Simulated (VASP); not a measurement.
# Os (P6_3/mmc) in VASP: further runs

One crystal, Os, is run at these levels: HSEsol, LDA, PBEsol, LAK; tasks: band structure.

All numbers are computed with VASP 6.6.1; they aren't measurements. Logs are shortened: lines on timing, memory, paths and dates and some standing lists are left out, and cuts for length are marked.

## 1. The crystal as given

It takes space group P6_3/mmc (No. 194, hexagonal). The conventional cell has a = 2.734 Å, b = 2.734 Å, c = 4.320 Å, α = 90.00°, β = 90.00°, γ = 120.00°. Os (site symmetry -6m2) has 12 Os at 2.68 to 2.73 Å as nearest neighbours.

## 2. Band structure, HSEsol

POSCAR

```
Os
1.0
    2.7341000000      0.0000000000      0.0000000000
   -1.3670500000      2.3678000565      0.0000000000
    0.0000000000      0.0000000000      4.3197000000
Os
2
Direct
    0.6666666667      0.3333333333      0.7500000000
    0.3333333333      0.6666666667      0.2500000000
```

INCAR.step1

```
SYSTEM = Os
PREC = Accurate ; ENCUT = 520
EDIFF = 1E-5 ; ISMEAR = -1
SIGMA = 0.05 ; LREAL = .FALSE.
LASPH = .TRUE. ; NELM = 60
ALGO = Normal ; ISIF = 2
LWAVE = .TRUE. ; LCHARG = .FALSE.
LMAXMIX = 4 ; NBANDS = 15
GGA = PE
```

INCAR.step2

```
SYSTEM = Os
PREC = Accurate ; ENCUT = 520
EDIFF = 1E-6 ; ISMEAR = -1
SIGMA = 0.05 ; LREAL = .FALSE.
LASPH = .TRUE. ; NELM = 60
ALGO = Normal ; ISIF = 2
LWAVE = .FALSE. ; LCHARG = .FALSE.
LMAXMIX = 4 ; GGA = PS
LHFCALC = .TRUE. ; HFSCREEN = 0.2
PRECFOCK = Fast ; NBANDS = 15
ISTART = 1
```

KPOINTS

```
Automatic mesh
0
G
  6 6 3
  0 0 0
```

KPOINTS_OPT

```
path GMKGALHA,LM,KH
10
line-mode
reciprocal
 0.0000000000  0.0000000000  0.0000000000  G
 0.5000000000  0.0000000000  0.0000000000  M

 0.5000000000  0.0000000000  0.0000000000  M
 0.3333333333  0.3333333333  0.0000000000  K

 0.3333333333  0.3333333333  0.0000000000  K
 0.0000000000  0.0000000000  0.0000000000  G

 0.0000000000  0.0000000000  0.0000000000  G
 0.0000000000  0.0000000000  0.5000000000  A

 0.0000000000  0.0000000000  0.5000000000  A
 0.5000000000  0.0000000000  0.5000000000  L

 0.5000000000  0.0000000000  0.5000000000  L
 0.3333333333  0.3333333333  0.5000000000  H

 0.3333333333  0.3333333333  0.5000000000  H
 0.0000000000  0.0000000000  0.5000000000  A

 0.5000000000  0.0000000000  0.5000000000  L
 0.5000000000  0.0000000000  0.0000000000  M

 0.3333333333  0.3333333333  0.0000000000  K
 0.3333333333  0.3333333333  0.5000000000  H
```

Potentials or basis: VASP PAW PBE potentials, release 64 (Os).

Launch:

```bash
$ cat potpaw_PBE.64/Os/POTCAR > POTCAR
$ cp INCAR.step1 INCAR
$ mpirun -np 1 vasp_std > vasp.out
$ cp INCAR.step2 INCAR
$ mpirun -np 1 vasp_std > vasp.out
```

OUTCAR:

```text
SYSTEM = Os
   PREC = Accurate
   ENCUT = 520
   EDIFF = 1E-6
   ISMEAR = -1
   LREAL = .FALSE.
   LASPH = .TRUE.
   NELM = 60
   ISIF = 2
   GGA = PS
   LHFCALC = .TRUE.
   HFSCREEN = 0.2
   PRECFOCK = Fast
   ISTART = 1

 ion  position               nearest neighbor table
   1  0.667  0.333  0.750-   2 2.68   2 2.68   2 2.68   2 2.68   2 2.68   2 2.68
   2  0.333  0.667  0.250-   1 2.68   1 2.68   1 2.68   1 2.68   1 2.68   1 2.68

  LATTYP: Found a hexagonal cell.
 ALAT       =     2.7341000000
 C/A-ratio  =     1.5799348963

  Lattice vectors:

 A1 = (   2.7341000000,   0.0000000000,   0.0000000000)
 A2 = (  -1.3670500000,   2.3678000565,   0.0000000000)
 A3 = (   0.0000000000,   0.0000000000,   4.3197000000)

Analysis of symmetry for initial positions (statically):
=====================================================================
 Subroutine PRICEL returns:
 Original cell was already a primitive cell.

 Routine SETGRP: Setting up the symmetry group for a
 hexagonal supercell.

 Subroutine GETGRP returns: Found 24 space group operations
 (whereof 12 operations were pure point group operations)
 out of a pool of 24 trial point group operations.

The static configuration has the point symmetry D_3d.
 The point group associated with its full space group is D_6h.

Analysis of symmetry for dynamics (positions and initial velocities):
=====================================================================
 Subroutine PRICEL returns:
 Original cell was already a primitive cell.

 Routine SETGRP: Setting up the symmetry group for a
 hexagonal supercell.

 Subroutine GETGRP returns: Found 24 space group operations
 (whereof 12 operations were pure point group operations)
 out of a pool of 24 trial point group operations.

The dynamic configuration has the point symmetry D_3d.
 The point group associated with its full space group is D_6h.

 Subroutine INISYM returns: Found 24 space group operations
 (whereof 12 operations are pure point group operations),
 and found     1 'primitive' translations

----------------------------------------------------------------------------------------

                                     Primitive cell

  volume of cell :      27.9649

  direct lattice vectors                    reciprocal lattice vectors
     2.734100000  0.000000000  0.000000000     0.365751070  0.211166479  0.000000000
    -1.367050000  2.367800057  0.000000000     0.000000000  0.422332957  0.000000000
     0.000000000  0.000000000  4.319700000     0.000000000  0.000000000  0.231497558

  length of vectors
     2.734100000  2.734100000  4.319700000     0.422332957  0.422332957  0.231497558

  position of ions in fractional coordinates (direct lattice)
     0.666666667  0.333333333  0.750000000
     0.333333333  0.666666667  0.250000000

  ion indices of the primitive-cell ions
   primitive index   ion index
                 1           1
                 2           2

----------------------------------------------------------------------------------------

 KPOINTS: Automatic mesh

Automatic generation of k-mesh.
 Grid dimensions read from file:
 generate k-points for:    6    6    3

 Generating k-lattice:

  Cartesian coordinates                     Fractional coordinates (reciprocal lattice)
     0.060958512  0.035194413  0.000000000     0.166666667 -0.000000000  0.000000000
     0.000000000  0.070388826  0.000000000     0.000000000  0.166666667  0.000000000
     0.000000000  0.000000000  0.077165853     0.000000000  0.000000000  0.333333333

  Length of vectors
     0.070388826  0.070388826  0.077165853

  Shift w.r.t. Gamma in fractional coordinates (k-lattice)
     0.000000000  0.000000000  0.000000000

 Subroutine IBZKPT returns following result:
 ===========================================

 Found     14 irreducible k-points:

 Following reciprocal coordinates:
            Coordinates               Weight
  0.000000  0.000000  0.000000      1.000000
  0.166667  0.000000  0.000000      6.000000
  0.333333  0.000000  0.000000      6.000000
  0.500000  0.000000  0.000000      3.000000
  0.166667  0.166667  0.000000      6.000000
  0.333333  0.166667  0.000000     12.000000
  0.333333  0.333333  0.000000      2.000000
  0.000000  0.000000  0.333333      2.000000
  0.166667  0.000000  0.333333     12.000000
  0.333333  0.000000  0.333333     12.000000
  0.500000  0.000000  0.333333      6.000000
  0.166667  0.166667  0.333333     12.000000
  0.333333  0.166667  0.333333     24.000000
  0.333333  0.333333  0.333333      4.000000
   k-points           NKPTS =     14   k-points in BZ     NKDIM =    108   number of bands    NBANDS=     15
   number of dos      NEDOS =    301   number of ions     NIONS =      2
   total plane-waves  NPLWV =  12800
   dimension x,y,z NGX =    20 NGY =   20 NGZ =   32
   dimension x,y,z NGXF=    40 NGYF=   40 NGZF=   64
   ions per type =               2
   NGX,Y,Z   is equivalent  to a cutoff of  12.16, 12.16, 12.32 a.u.
   NGXF,Y,Z  is equivalent  to a cutoff of  24.32, 24.32, 24.63 a.u.
 SYSTEM =  Os
   PREC   = accura    normal or accurate (medium, high low for compatibility)
   ISTART =      1    job   : 0-new  1-cont  2-samecut
   ICHARG =      0    charge: 1-file 2-atom 10-const
   ISPIN  =      1    spin polarized calculation?
   LNONCOLLINEAR =      F non collinear calculations
   LSORBIT =      F    spin-orbit coupling
   LASPH  =      T    aspherical Exc in radial PAW
   ENCUT  =  520.0 eV  38.22 Ry    6.18 a.u.   5.08  5.08  8.03*2*pi/ulx,y,z
   NELM   =     60;   NELMIN=  2; NELMDL=  0     # of ELM steps
   EDIFF  = 0.1E-05   stopping-criterion for ELM
   LREAL  =      F    real-space projection
   EDIFFG = 0.1E-04   stopping-criterion for IOM
   NSW    =      0    number of steps for IOM
   IBRION =     -1    ionic relax: 0-MD 1-quasi-New 2-CG
   NFREE  =      0    steps in history (QN), initial steepest desc. (CG)
   ISIF   =      2    stress and relaxation
   ISYM   =      3    0-nonsym 1-usesym 2-fastsym
   POTIM  = 0.5000    time-step for ionic-motion
   TEBEG  =    0.0;   TEEND  =   0.0 temperature during run
   PSTRESS=    0.0 pullay stress
   NELECT =      16.0000    total number of electrons
   NUPDOWN=      -1.0000    fix difference up-down
   EMIN   =  10.00;   EMAX   =-10.00  energy-range for DOS
   EFERMI =   0.00;   METHOD = LEGACY
   ISMEAR =    -1;   SIGMA  =   0.05  broadening in eV -4-tet -1-fermi 0-gaus
   EFERMI_NEDOS =   21; number of points for ismear=-14 and -15
   IALGO  =     38    algorithm
   IMIX   =      1    mixing-type and parameters
     AMIX     =   0.40;   BMIX     =  1.00
     AMIX_MAG =   1.60;   BMIX_MAG =  1.00
  volume/ion in A,a.u.               =      13.98        94.36
  Fermi-wavevector in a.u.,A,eV,Ry     =   1.359076  2.568282 25.131161  1.847088
  Thomas-Fermi vector in A             =   2.485855
   LORBIT       =      0    0 simple, 1 ext, 2 COOP (PROOUT), +10 PAW based schemes
   GGA     = PS    functional components
   LHFCALC =     T    Hartree Fock is set to
   PRECFOCK=fast      Normal, Fast or Accurate (Low or Medium for compatibility)
   ENCUT4O =  -1.0   cutoff for four orbital integrals eV
   NKREDX  =     1    reduce k-point grid by
   NKREDY  =     1    reduce k-point grid by
   NKREDZ  =     1    reduce k-point grid by
   AEXX    =    0.2500 exact exchange contribution
   HFSCREEN=    0.2000 screening length (either q_TF or 0.3 A-1)
   HFSCREENC=   0.2000 screening length for correlation (either q_TF or 0.3 A-1)
   ENCUTFOCK=  -1.0 apply spherical cutoff to Coloumb kernel
   IVDW    =     0    specifies the selected vdW correction
   LEPSILON=     F    determine dielectric tensor
   LRPA    =     F    only Hartree local field effects (RPA)
 non-spin polarized calculation
  energy-cutoff  :      520.00
  volume of cell :       27.96
 maximum number of plane-waves:       761
  NGX = 12; NGY = 12; NGZ = 18

 number of electron      15.9999999 magnetization

 Free energy of the ion-electron system (eV)
  ---------------------------------------------------
  ext. energy  EPLUGINS =         0.00000000
  ---------------------------------------------------
  free energy    TOTEN  =       -27.20450354 eV

  energy without entropy =      -27.19597787  energy(sigma->0) =      -27.20024070

 E-fermi :   9.1299     XC(G=0): -11.4508

 val. band max:        9.1136998424   @ k =   0.1667   0.1667   0.0000
 cond. band min:       9.2257117089   @ k =   0.1667   0.0000   0.3333
 fundamental gap:      0.1120118665
 Fermi energy:         9.1299377525

 k-point     1 :       0.0000    0.0000    0.0000
  band No.  band energies     occupation
      1      -3.1316      2.00000
      2       0.2831      2.00000
      3       5.4982      2.00000
      4       5.4982      2.00000
      5       5.8650      2.00000
      6       6.3935      2.00000
      7       6.3935      2.00000
      8       7.0926      2.00000
      9       7.0926      2.00000
     10       8.8655      1.98995
     11      11.0967      0.00000
     12      11.0967      0.00000
     13      19.2739      0.00000
     14      24.1785      0.00000
     15      27.0234      0.00000

 k-point     2 :       0.1667    0.0000    0.0000
  band No.  band energies     occupation
      1      -1.9494      2.00000
      2       1.2341      2.00000
      3       4.2617      2.00000
      4       5.2665      2.00000
      5       5.7674      2.00000
      6       6.3680      2.00000
      7       6.6747      2.00000
      8       7.1414      2.00000
      9       7.2013      2.00000
     10       7.4882      2.00000
     11      11.5353      0.00000
     12      14.9747      0.00000
     13      19.0905      0.00000
     14      26.0186      0.00000
     15      27.8659      0.00000
[... 185 lines left out ...]
      3       2.7525      2.00000
      4       4.1339      2.00000
      5       4.6237      2.00000
      6       6.3329      2.00000
      7       7.1915      2.00000
      8       8.7155      1.99950
      9      10.7321      0.00000
     10      12.3054      0.00000
     11      13.8470      0.00000
     12      15.6247      0.00000
     13      19.4654      0.00000
     14      21.6132      0.00000
     15      23.5344      0.00000

 k-point    14 :       0.3333    0.3333    0.3333
  band No.  band energies     occupation
      1       2.5150      2.00000
      2       2.5150      2.00000
      3       2.5713      2.00000
      4       3.7793      2.00000
      5       5.0590      2.00000
      6       5.0590      2.00000
      7       7.1645      2.00000
      8       8.5467      1.99998
      9      11.1369      0.00000
     10      11.1369      0.00000
     11      16.9134      0.00000
     12      16.9134      0.00000
     13      19.8345      0.00000
     14      21.2980      0.00000
     15      21.2980      0.00000

------------------------ aborting loop because EDIFF is reached ----------------------------------------

  FORCE on cell =-STRESS in cart. coord.  units (eV):
  Direction    XX          YY          ZZ          XY          YZ          ZX
  --------------------------------------------------------------------------------------
  -------------------------------------------------------------------------------------
  Total       -1.4590733     -1.4590733     -2.3559625      0.0000000     -0.0000000      0.0000000
  in kB      -83.5939168    -83.5939168   -134.9789204      0.0000000     -0.0000000      0.0000000
  external PRESSURE =    -100.7222513 kB  Pullay stress =       0.0000000 kB

 VOLUME and BASIS-vectors are now :
 -----------------------------------------------------------------------------
  energy-cutoff  :      520.00
  volume of cell :       27.96
      direct lattice vectors                 reciprocal lattice vectors
     2.734100000  0.000000000  0.000000000     0.365751070  0.211166479  0.000000000
    -1.367050000  2.367800057  0.000000000     0.000000000  0.422332957  0.000000000
     0.000000000  0.000000000  4.319700000     0.000000000  0.000000000  0.231497558

 POSITION                                       TOTAL-FORCE (eV/Angst)
 -----------------------------------------------------------------------------------
      1.36705      0.78927      3.23977        -0.000000      0.000000     -0.000000
     -0.00000      1.57853      1.07993         0.000000     -0.000000      0.000000
 -----------------------------------------------------------------------------------
    total drift:                               -0.000000     -0.000000     -0.000000

  FREE ENERGIE OF THE ION-ELECTRON SYSTEM (eV)
  ---------------------------------------------------
  free  energy   TOTEN  =       -27.2045035354 eV

  energy  without entropy=      -27.1959778735  energy(sigma->0) =      -27.20024070
```

It took 17 min on 1 thread of Intel Xeon 6975P-C (Granite Rapids), shared host; peak memory 0.26 GiB.

Results:

```yaml
Free_energy: -27.2045 eV
Pressure: -10.1 GPa
Band_gap_along_the_path: none (metal or under the smearing width)
```

Levels at the corners of the path, in eV from the Fermi level:
```
point  band 5  band 6  band 7  band 8  band 9  band 10  band 11  band 12
    Γ   -3.27   -2.74   -2.74   -2.04   -2.04    -0.26     1.97     1.97
    M   -3.38   -3.11   -2.25    2.41    3.02     3.05     5.04     6.42
    M   -3.38   -3.11   -2.25    2.41    3.02     3.05     5.04     6.42
    K   -4.11   -4.11   -1.70    1.85    1.85     2.31     6.16     6.16
    K   -4.11   -4.11   -1.70    1.85    1.85     2.31     6.16     6.16
    Γ   -3.27   -2.74   -2.74   -2.04   -2.04    -0.26     1.97     1.97
    Γ   -3.27   -2.74   -2.74   -2.04   -2.04    -0.26     1.97     1.97
    A   -3.92   -3.92   -3.92   -3.92    0.97     0.97     0.97     0.97
    A   -3.92   -3.92   -3.92   -3.92    0.97     0.97     0.97     0.97
    L   -1.55   -1.55   -0.31   -0.31    2.77     2.77     3.77     3.77
    L   -1.55   -1.55   -0.31   -0.31    2.77     2.77     3.77     3.77
    H   -4.04   -4.04   -1.74   -1.74    2.00     2.00     9.18     9.18
    H   -4.04   -4.04   -1.74   -1.74    2.00     2.00     9.18     9.18
    A   -3.92   -3.92   -3.92   -3.92    0.97     0.97     0.97     0.97
    L   -1.55   -1.55   -0.31   -0.31    2.77     2.77     3.77     3.77
    M   -3.38   -3.11   -2.25    2.41    3.02     3.05     5.04     6.42
    K   -4.11   -4.11   -1.70    1.85    1.85     2.31     6.16     6.16
    H   -4.04   -4.04   -1.74   -1.74    2.00     2.00     9.18     9.18
```

Caveat: the k mesh is coarse (spacing up to 0.48 Å⁻¹), so the values aren't converged, least of all with exact exchange; the PAW data sets were made with another functional, which shifts forces and pressure a little; spin-orbit coupling is left out, which moves the levels of the heavy elements.

[end of part 1 of 3]
